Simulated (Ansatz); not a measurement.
The system is BN.

```
N B
1.0
     1.25112    0.72234    3.37293
    -1.25112    0.72234    3.37293
     0.00000   -1.44467    3.37293
N B
1 1
Direct
  0.66724 0.66724 0.66724
  0.00033 0.00033 0.00033
```

The cell is a database's computed one.

Base run:

| Quantity | Value |
| --- | --- |
| Program | Ansatz 0.2.0 |
| Functional | LDA |
| Potentials or basis | all-electron LAPW, scalar-relativistic |
| Cutoff | 527 eV (chosen from the basis error) |
| Basis error allowed | 0.001 eV/atom |
| k mesh | 12 × 12 × 12 |
| Occupations | fermi-dirac, width 0.05 eV |
| Spin | no spin polarisation |

Its results: band gap on the k mesh 4.10 eV, indirect (least direct gap 4.56 eV); pressure -4.1 GPa.

**Question.** The run is repeated on the same cell with these changes: functional from LDA to PBEsol. What comes out?

**Answer.** Band gap on the k mesh 4.18 eV, indirect (least direct gap 4.64 eV); pressure 0.7 GPa.

PBEsol binds less tightly than LDA, so the same cell stands under more pressure.

A k mesh can miss the band edges.
